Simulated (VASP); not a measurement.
# Se (P3_121) in VASP: further runs

One crystal, Se, is run at these levels: PBEsol, LDA, PBE, PBE+D3(BJ); tasks: relaxation of cell and atoms.

Program: VASP 6.6.1. These are calculated values, not measurements. Logs are shortened: lines on timing, memory, paths and dates and some standing lists are left out, and cuts for length are marked.

**1. The structure**

Symmetry: P3_121, No. 152, trigonal system. Conventional cell: a = 4.505 Å, b = 4.505 Å, c = 4.979 Å, α = 90.00°, β = 90.00°, γ = 120.00°. Se (site symmetry 2) has 2 Se at 2.38 Å as nearest neighbours.

**2. Relaxation of cell and atoms, PBEsol**

INCAR

```
ALGO = Fast
EDIFF = 1E-7
EDIFFG = -0.005
ENCUT = 600
GGA = PS
IBRION = 2
ISIF = 3
ISMEAR = 0
LASPH = True
LCHARG = False
LREAL = False
LWAVE = False
NELM = 80
NSW = 90
PREC = Accurate
SIGMA = 0.02
```

KPOINTS

```
k-points
0
Gamma
  9 9 6
```

POSCAR

```
Se
1.0
    4.5048207000      0.0000000000      0.0000000000
   -2.2524103500      3.9012891700      0.0000000000
    0.0000000000      0.0000000000      4.9787963200
Se
3
Direct
    0.2178929800      0.0000000000      0.3333333300
    0.0000000000      0.2178929800      0.6666666700
    0.7821070200      0.7821070200      0.0000000000
```

Potentials or basis: VASP PAW PBE potentials, release 64 (Se).

On the command line:

```
> cat potpaw_PBE.64/Se/POTCAR > POTCAR
> mpirun -np 1 vasp_std > vasp.out
```

OUTCAR:

```text
EDIFF = 1E-7
   EDIFFG = -0.005
   ENCUT = 600
   GGA = PS
   IBRION = 2
   ISIF = 3
   ISMEAR = 0
   LASPH = True
   LREAL = False
   NELM = 80
   NSW = 90
   PREC = Accurate

 ion  position               nearest neighbor table
   1  0.218  0.000  0.333-   3 2.38   2 2.38
   2  0.000  0.218  0.667-   3 2.38   1 2.38
   3  0.782  0.782  0.000-   1 2.38   2 2.38

  LATTYP: Found a hexagonal cell.
 ALAT       =     4.5048207000
 C/A-ratio  =     1.1052152020

  Lattice vectors:

 A1 = (   4.5048207000,   0.0000000000,   0.0000000000)
 A2 = (  -2.2524103500,   3.9012891700,   0.0000000000)
 A3 = (   0.0000000000,   0.0000000000,   4.9787963200)

Analysis of symmetry for initial positions (statically):
=====================================================================
 Subroutine PRICEL returns:
 Original cell was already a primitive cell.

 Routine SETGRP: Setting up the symmetry group for a
 hexagonal supercell.

 Subroutine GETGRP returns: Found  6 space group operations
 (whereof  2 operations were pure point group operations)
 out of a pool of 24 trial point group operations.

The static configuration has the point symmetry C_2 .
 The point group associated with its full space group is D_3 .

Analysis of symmetry for dynamics (positions and initial velocities):
=====================================================================
 Subroutine PRICEL returns:
 Original cell was already a primitive cell.

 Routine SETGRP: Setting up the symmetry group for a
 hexagonal supercell.

 Subroutine GETGRP returns: Found  6 space group operations
 (whereof  2 operations were pure point group operations)
 out of a pool of 24 trial point group operations.

The dynamic configuration has the point symmetry C_2 .
 The point group associated with its full space group is D_3 .

 Subroutine INISYM returns: Found  6 space group operations
 (whereof  2 operations are pure point group operations),
 and found     1 'primitive' translations

----------------------------------------------------------------------------------------

                                     Primitive cell

  volume of cell :      87.5004

  direct lattice vectors                    reciprocal lattice vectors
     4.504820700  0.000000000  0.000000000     0.221984418  0.128162763  0.000000000
    -2.252410350  3.901289170  0.000000000     0.000000000  0.256325526  0.000000000
     0.000000000  0.000000000  4.978796320     0.000000000  0.000000000  0.200851759

  length of vectors
     4.504820700  4.504820704  4.978796320     0.256325527  0.256325526  0.200851759

  position of ions in fractional coordinates (direct lattice)
     0.217892980  0.000000000  0.333333330
     1.000000000  0.217892980  0.666666670
     0.782107020  0.782107020  0.000000000

  ion indices of the primitive-cell ions
   primitive index   ion index
                 1           1
                 2           2
                 3           3

----------------------------------------------------------------------------------------

 KPOINTS: k-points

Automatic generation of k-mesh.
 Grid dimensions read from file:
 generate k-points for:    9    9    6

 Generating k-lattice:

  Cartesian coordinates                     Fractional coordinates (reciprocal lattice)
     0.024664935  0.014240307  0.000000000     0.111111111 -0.000000000  0.000000000
     0.000000000  0.028480614  0.000000000     0.000000000  0.111111111  0.000000000
     0.000000000  0.000000000  0.033475293     0.000000000  0.000000000  0.166666667

  Length of vectors
     0.028480614  0.028480614  0.033475293

  Shift w.r.t. Gamma in fractional coordinates (k-lattice)
     0.000000000  0.000000000  0.000000000

 Subroutine IBZKPT returns following result:
 ===========================================

 Found     62 irreducible k-points:

 Following reciprocal coordinates:
            Coordinates               Weight
  0.000000  0.000000  0.000000      1.000000
  0.111111  0.000000  0.000000      6.000000
  0.222222 -0.000000  0.000000      6.000000
  0.333333 -0.000000  0.000000      6.000000
  0.444444 -0.000000  0.000000      6.000000
  0.111111  0.111111  0.000000      6.000000
[... 16 lines left out ...]
  0.222222  0.111111  0.166667     12.000000
 -0.111111  0.333333  0.166667     12.000000
 [... further k-points ...]
   k-points           NKPTS =     62   k-points in BZ     NKDIM =     62   number of bands    NBANDS=     13
   number of dos      NEDOS =    301   number of ions     NIONS =      3
   total plane-waves  NPLWV =  51840
   dimension x,y,z NGX =    36 NGY =   36 NGZ =   40
   dimension x,y,z NGXF=    72 NGYF=   72 NGZF=   80
   ions per type =               3
   NGX,Y,Z   is equivalent  to a cutoff of  13.29, 13.29, 13.36 a.u.
   NGXF,Y,Z  is equivalent  to a cutoff of  26.57, 26.57, 26.71 a.u.
 SYSTEM =  unknown system
   PREC   = accura    normal or accurate (medium, high low for compatibility)
   ISTART =      0    job   : 0-new  1-cont  2-samecut
   ICHARG =      2    charge: 1-file 2-atom 10-const
   ISPIN  =      1    spin polarized calculation?
   LNONCOLLINEAR =      F non collinear calculations
   LSORBIT =      F    spin-orbit coupling
   LASPH  =      T    aspherical Exc in radial PAW
   ENCUT  =  600.0 eV  44.10 Ry    6.64 a.u.   9.00  9.00  9.94*2*pi/ulx,y,z
   NELM   =     80;   NELMIN=  2; NELMDL= -5     # of ELM steps
   EDIFF  = 0.1E-06   stopping-criterion for ELM
   LREAL  =      F    real-space projection
   EDIFFG = -.5E-02   stopping-criterion for IOM
   NSW    =     90    number of steps for IOM
   IBRION =      2    ionic relax: 0-MD 1-quasi-New 2-CG
   NFREE  =      1    steps in history (QN), initial steepest desc. (CG)
   ISIF   =      3    stress and relaxation
   ISYM   =      2    0-nonsym 1-usesym 2-fastsym
   POTIM  = 0.5000    time-step for ionic-motion
   TEBEG  =    0.0;   TEEND  =   0.0 temperature during run
   PSTRESS=    0.0 pullay stress
   NELECT =      18.0000    total number of electrons
   NUPDOWN=      -1.0000    fix difference up-down
   EMIN   =  10.00;   EMAX   =-10.00  energy-range for DOS
   EFERMI =   0.00;   METHOD = LEGACY
   ISMEAR =     0;   SIGMA  =   0.02  broadening in eV -4-tet -1-fermi 0-gaus
   EFERMI_NEDOS =   21; number of points for ismear=-14 and -15
   IALGO  =     68    algorithm
   IMIX   =      4    mixing-type and parameters
     AMIX     =   0.40;   BMIX     =  1.00
     AMIX_MAG =   1.60;   BMIX_MAG =  1.00
  volume/ion in A,a.u.               =      29.17       196.83
  Fermi-wavevector in a.u.,A,eV,Ry     =   0.966412  1.826254 12.707191  0.933952
  Thomas-Fermi vector in A             =   2.096211
   LORBIT       =      0    0 simple, 1 ext, 2 COOP (PROOUT), +10 PAW based schemes
   GGA     = PS    functional components
   LHFCALC =     F    Hartree Fock is set to
   AEXX    =    0.0000 exact exchange contribution
   IVDW    =     0    specifies the selected vdW correction
   LEPSILON=     F    determine dielectric tensor
   LRPA    =     F    only Hartree local field effects (RPA)
 conjugate gradient relaxation of ions
 non-spin polarized calculation
 RMM-DIIS sequential band-by-band and
 Gauss-broadening in eV      SIGMA  =   0.02
  energy-cutoff  :      600.00
  volume of cell :       87.50
 maximum number of plane-waves:      2946
   NGX = 17   NGY = 17   NGZ = 19

--------------------------------------- Ionic step        1  -------------------------------------------

 number of electron      18.0000000 magnetization

 Free energy of the ion-electron system (eV)
  ---------------------------------------------------
  ext. energy  EPLUGINS =         0.00000000
  ---------------------------------------------------
  free energy    TOTEN  =       -11.44227811 eV

  energy without entropy =      -11.44227811  energy(sigma->0) =      -11.44227811

------------------------ aborting loop because EDIFF is reached ----------------------------------------

  FORCE on cell =-STRESS in cart. coord.  units (eV):
  Direction    XX          YY          ZZ          XY          YZ          ZX
  --------------------------------------------------------------------------------------
  -------------------------------------------------------------------------------------
  Total       -0.5101630     -0.5101630     -0.1105786      0.0000000      0.0000000      0.0000000
  in kB       -9.3413469     -9.3413469     -2.0247516      0.0000000      0.0000000      0.0000000
  external PRESSURE =      -6.9024818 kB  Pullay stress =       0.0000000 kB
[... 92 lines left out ...]
  FREE ENERGIE OF THE ION-ELECTRON SYSTEM (eV)
  ---------------------------------------------------
  free  energy   TOTEN  =       -11.4891390256 eV

  energy  without entropy=      -11.4891390256  energy(sigma->0) =      -11.48913903

[... ionic steps 4 to 21 ...]

--------------------------------------- Ionic step       22  -------------------------------------------

 number of electron      17.9999998 magnetization

------------------------ aborting loop because EDIFF is reached ----------------------------------------

  FORCE on cell =-STRESS in cart. coord.  units (eV):
  Direction    XX          YY          ZZ          XY          YZ          ZX
  --------------------------------------------------------------------------------------
  -------------------------------------------------------------------------------------
  Total       -0.0163217     -0.0163217     -0.0655252      0.0000000      0.0000000     -0.0000000
  in kB       -0.3609014     -0.3609014     -1.4488802      0.0000000      0.0000000     -0.0000000
  external PRESSURE =      -0.7235610 kB  Pullay stress =       0.0000000 kB
[... 59 lines left out ...]
  energy  without entropy=      -11.5614342582  energy(sigma->0) =      -11.56143426

--------------------------------------- Ionic step       24  -------------------------------------------

 number of electron      17.9999998 magnetization

 Free energy of the ion-electron system (eV)
  ---------------------------------------------------
  ext. energy  EPLUGINS =         0.00000000
  ---------------------------------------------------
  free energy    TOTEN  =       -11.56148218 eV

  energy without entropy =      -11.56148218  energy(sigma->0) =      -11.56148218

 E-fermi :   3.8581     XC(G=0):  -9.6951

 val. band max:        3.7627275896   @ k =   0.3333   0.3333   0.5000
 cond. band min:       4.1874997907   @ k =   0.3333   0.3333   0.5000
 fundamental gap:      0.4247722010
 Fermi energy:         3.8580896398

 k-point     1 :       0.0000    0.0000    0.0000
  band No.  band energies     occupation
      1     -12.3130      2.00000
      2      -8.2176      2.00000
      3      -8.2176      2.00000
      4       0.0726      2.00000
      5       0.3154      2.00000
      6       0.3154      2.00000
      7       1.8530      2.00000
      8       1.8530      2.00000
      9       3.1933      2.00000
     10       5.1759      0.00000
     11       5.1759      0.00000
     12       5.7845      0.00000
     13      10.0127      0.00000
[... 353 lines left out ...]
 k-point    24 :      -0.1111    0.3333    0.1667
  band No.  band energies     occupation
      1     -11.6545      2.00000
      2      -9.2327      2.00000
      3      -7.4843      2.00000
      4      -1.7011      2.00000
      5      -1.1507      2.00000
      6       0.0525      2.00000
      7       1.5536      2.00000
      8       2.3670      2.00000
      9       3.0920      2.00000
     10       5.0370      0.00000
     11       5.7696      0.00000
     12       6.1206      0.00000
     13       8.8605      0.00000

 [... further k-points ...]

------------------------ aborting loop because EDIFF is reached ----------------------------------------

  FORCE on cell =-STRESS in cart. coord.  units (eV):
  Direction    XX          YY          ZZ          XY          YZ          ZX
  --------------------------------------------------------------------------------------
  -------------------------------------------------------------------------------------
  Total        0.0056213      0.0056213      0.0017749      0.0000000      0.0000000      0.0000000
  in kB        0.1246006      0.1246006      0.0393427      0.0000000      0.0000000      0.0000000
  external PRESSURE =       0.0961813 kB  Pullay stress =       0.0000000 kB
[... 18 lines left out ...]
  FREE ENERGIE OF THE ION-ELECTRON SYSTEM (eV)
  ---------------------------------------------------
  free  energy   TOTEN  =       -11.5614821761 eV

  energy  without entropy=      -11.5614821761  energy(sigma->0) =      -11.56148218

 reached required accuracy - stopping structural energy minimisation
```

Run time: 8.4 min. Hardware: 1 thread of Intel Xeon Platinum 8488C (Sapphire Rapids), shared host; peak memory 0.28 GiB.

Results:

```
Free energy                            : -11.5615 eV
Relaxed volume                         : 24.09 Å³/atom
Relaxed cell                           : a = 4.035 Å, b = 4.035 Å, c = 5.127 Å, α = 90.00°, β = 90.00°, γ = 120.00°
Space group after relaxing (to 0.05 Å) : P3_121 (No. 152)
Energy gained by relaxing              : 39.7 meV/atom
Ionic steps                            : 24
Pressure after relaxing                : 0.0 GPa
Band gap on the k mesh                 : 0.42 eV, direct
```

Step by step:
| step | energy change (eV) | largest force (eV/Å) | pressure (GPa) | volume (Å³) |
| --- | --- | --- | --- | --- |
| 1 | 0.0000 | 0.1952 | -0.69 | 87.50 |
| 2 | -0.0136 | 0.2260 | -0.45 | 85.92 |
| 3 | -0.0469 | 0.3350 | 0.49 | 81.27 |
| 4 | -0.0485 | 0.5981 | 3.92 | 72.42 |
| 5 | -0.0605 | 0.4822 | 1.98 | 76.73 |
| 6 | -0.0649 | 0.4530 | 1.90 | 76.49 |
| 7 | -0.0767 | 0.3707 | 1.68 | 75.76 |
| 8 | -0.0942 | 0.2271 | 1.34 | 74.31 |
| 9 | -0.1075 | 0.0142 | 1.11 | 71.42 |
| 10 | -0.1110 | 0.0155 | 0.66 | 72.01 |
| 11 | -0.1140 | 0.0758 | -0.19 | 73.20 |
| 12 | -0.1150 | 0.0592 | -0.15 | 73.18 |
| 13 | -0.1172 | 0.0092 | -0.01 | 73.13 |
| 14 | -0.1176 | 0.0932 | 0.26 | 73.01 |
| 15 | -0.1181 | 0.0488 | 0.14 | 73.06 |
| 16 | -0.1184 | 0.0220 | -0.11 | 73.22 |
| 17 | -0.1184 | 0.0187 | -0.15 | 73.24 |
| 18 | -0.1186 | 0.0194 | -0.12 | 73.12 |
| 19 | -0.1190 | 0.0225 | -0.04 | 72.76 |
| 20 | -0.1188 | 0.0286 | 0.13 | 72.05 |
| 21 | -0.1191 | 0.0248 | 0.02 | 72.49 |
| 22 | -0.1192 | 0.0022 | -0.07 | 72.46 |
| 23 | -0.1192 | 0.0022 | -0.09 | 72.45 |
| 24 | -0.1192 | 0.0004 | 0.01 | 72.28 |

Final structure:
```
CELL_PARAMETERS angstrom
4.03459 0.00000 0.00000
-2.01730 3.49406 0.00000
0.00000 0.00000 5.12742
ATOMIC_POSITIONS crystal
Se 0.24954 0.00000 0.33333
Se 0.00000 0.24954 0.66667
Se 0.75046 0.75046 0.00000
```

Caveat: the volume moved by over 15 % at a fixed basis, so the end points are rough; the PAW data sets were made with another functional, which shifts forces and pressure a little; an odd mesh through Γ misses points on the zone boundary, where band edges often lie. A hybrid or GW would open this gap; PBEsol tends to underestimate it.

**3. Relaxation of cell and atoms, LDA**

Changes to INCAR since step 2:

```diff
@@ -4,3 +4,3 @@
 ENCUT = 600
-GGA = PS
+GGA = CA
 IBRION = 2
```

KPOINTS is that of step 2.

POSCAR is that of step 2.

Potentials or basis: VASP PAW LDA potentials, release 64 (Se).

On the command line:

```
> cat potpaw_LDA.64/Se/POTCAR > POTCAR
> mpirun -np 1 vasp_std > vasp.out
```

Wall time 7.5 min (1 thread of Intel Xeon Platinum 8488C (Sapphire Rapids), shared host); peak memory 0.24 GiB.

The run converged. Its results:

```yaml
Free_energy: -12.4785 eV
Relaxed_volume: 23.03 Å³/atom
Relaxed_cell: a = 3.945 Å, b = 3.945 Å, c = 5.127 Å, α = 90.00°, β = 90.00°, γ = 120.00°
Space_group_after_relaxing_to_0.05_Å: P3_121 (No. 152)
Energy_gained_by_relaxing: 79.8 meV/atom
Ionic_steps: 23
Pressure_after_relaxing: 0.0 GPa
Band_gap_on_the_k_mesh: 0.27 eV, direct
```

Step by step:
```tsv
step	energy change (eV)	largest force (eV/Å)	pressure (GPa)	volume (Å³)
1	0.0000	0.1221	-2.03	87.50
2	-0.0350	0.6097	0.33	82.91
3	-0.0353	0.6583	0.59	82.48
4	-0.0619	0.6182	0.64	80.95
5	-0.1292	0.5352	1.13	76.45
6	-0.1723	0.4756	4.28	67.84
7	-0.2132	0.1659	2.46	67.87
8	-0.2258	0.2050	-0.05	67.87
9	-0.2283	0.1246	0.54	67.87
10	-0.2283	0.1119	0.63	67.87
11	-0.2314	0.1053	0.42	68.18
12	-0.2370	0.0848	-0.19	69.12
13	-0.2332	0.0381	-1.21	71.01
14	-0.2379	0.0707	-0.52	69.69
15	-0.2392	0.0069	-0.04	69.45
16	-0.2392	0.0110	-0.02	69.44
17	-0.2393	0.0097	-0.03	69.42
18	-0.2394	0.0063	-0.08	69.35
19	-0.2394	0.0047	-0.10	69.32
20	-0.2395	0.0159	0.04	69.14
21	-0.2395	0.0131	0.01	69.19
22	-0.2395	0.0085	0.01	69.16
23	-0.2395	0.0002	-0.01	69.10
```

Final structure:
```cif
data_structure
_symmetry_space_group_name_H-M 'P 1'
_symmetry_Int_Tables_number 1
_cell_length_a 3.9450
_cell_length_b 3.9450
_cell_length_c 5.1269
_cell_angle_alpha 90.000
_cell_angle_beta 90.000
_cell_angle_gamma 120.000
_cell_volume 69.10
loop_
_atom_site_label
_atom_site_type_symbol
_atom_site_fract_x
_atom_site_fract_y
_atom_site_fract_z
_atom_site_occupancy
Se1 Se 0.25626 0.00000 0.33333 1
Se2 Se 0.00000 0.25626 0.66667 1
Se3 Se 0.74375 0.74374 0.00000 1
```

Levels at points of the mesh, in eV from the valence-band top:
```csv
k point,band 6,band 7,band 8,band 9,band 10,band 11,band 12,band 13
"(0.00, 0.00, 0.00)",-3.42,-1.98,-1.98,-0.72,1.30,1.30,1.98,6.17
"(0.00, 0.00, 0.50)",-3.18,-1.52,-1.33,-1.33,0.71,0.71,0.72,5.24
```

Caveat: the volume moved by over 15 % at a fixed basis, so the end points are rough; an odd mesh through Γ misses points on the zone boundary, where band edges often lie. A hybrid or GW would open this gap; LDA tends to underestimate it.

**4. Relaxation of cell and atoms, PBE**

Changes to INCAR since step 3:

```diff
@@ -4,3 +4,3 @@
 ENCUT = 600
-GGA = CA
+GGA = PE
 IBRION = 2
```

KPOINTS is that of step 3.

POSCAR is that of step 3.

Potentials or basis: VASP PAW PBE potentials, release 64 (Se).

On the command line:

```
> cat potpaw_PBE.64/Se/POTCAR > POTCAR
> mpirun -np 1 vasp_std > vasp.out
```

It took 3 min on 1 thread of Intel Xeon Platinum 8488C (Sapphire Rapids), shared host; peak memory 0.27 GiB.

The run converged. Its results:

```yaml
Free_energy: -10.5109 eV
Relaxed_volume: 29.80 Å³/atom
Relaxed_cell: a = 4.523 Å, b = 4.523 Å, c = 5.046 Å, α = 90.00°, β = 90.00°, γ = 120.00°
Space_group_after_relaxing_to_0.05_Å: P3_121 (No. 152)
Energy_gained_by_relaxing: 4.4 meV/atom
Ionic_steps: 9
Pressure_after_relaxing: 0.0 GPa
Band_gap_on_the_k_mesh: 1.03 eV, indirect (least direct gap 1.24 eV)
```

Step by step:
| step | energy change (eV) | largest force (eV/Å) | pressure (GPa) | volume (Å³) |
| --- | --- | --- | --- | --- |
| 1 | 0.0000 | 0.3200 | 1.56 | 87.50 |
| 2 | -0.0005 | 0.3302 | -1.37 | 91.15 |
| 3 | -0.0131 | 0.0229 | 0.01 | 89.30 |
| 4 | -0.0131 | 0.0164 | 0.04 | 89.27 |
| 5 | -0.0132 | 0.0088 | 0.04 | 89.31 |
| 6 | -0.0133 | 0.0013 | 0.03 | 89.37 |
| 7 | -0.0133 | 0.0051 | 0.02 | 89.39 |
| 8 | -0.0133 | 0.0072 | -0.03 | 89.46 |
| 9 | -0.0133 | 0.0007 | 0.00 | 89.41 |

Final structure:
```cif
data_structure
_symmetry_space_group_name_H-M 'P 1'
_symmetry_Int_Tables_number 1
_cell_length_a 4.5234
_cell_length_b 4.5234
_cell_length_c 5.0460
_cell_angle_alpha 90.000
_cell_angle_beta 90.000
_cell_angle_gamma 120.000
_cell_volume 89.41
loop_
_atom_site_label
_atom_site_type_symbol
_atom_site_fract_x
_atom_site_fract_y
_atom_site_fract_z
_atom_site_occupancy
Se1 Se 0.21903 0.00000 0.33333 1
Se2 Se 0.00000 0.21903 0.66667 1
Se3 Se 0.78097 0.78097 0.00000 1
```

Levels at points of the mesh, in eV from the valence-band top:
| k point | band 6 | band 7 | band 8 | band 9 | band 10 | band 11 | band 12 | band 13 |
| --- | --- | --- | --- | --- | --- | --- | --- | --- |
| (0.00, 0.00, 0.00) | -3.41 | -1.83 | -1.83 | -0.30 | 1.93 | 1.93 | 2.30 | 5.90 |
| (0.00, 0.00, 0.50) | -3.21 | -1.31 | -1.31 | -0.94 | 1.35 | 1.39 | 1.39 | 6.52 |

Caveat: an odd mesh through Γ misses points on the zone boundary, where band edges often lie.

(Continued in part 2 of 2.)
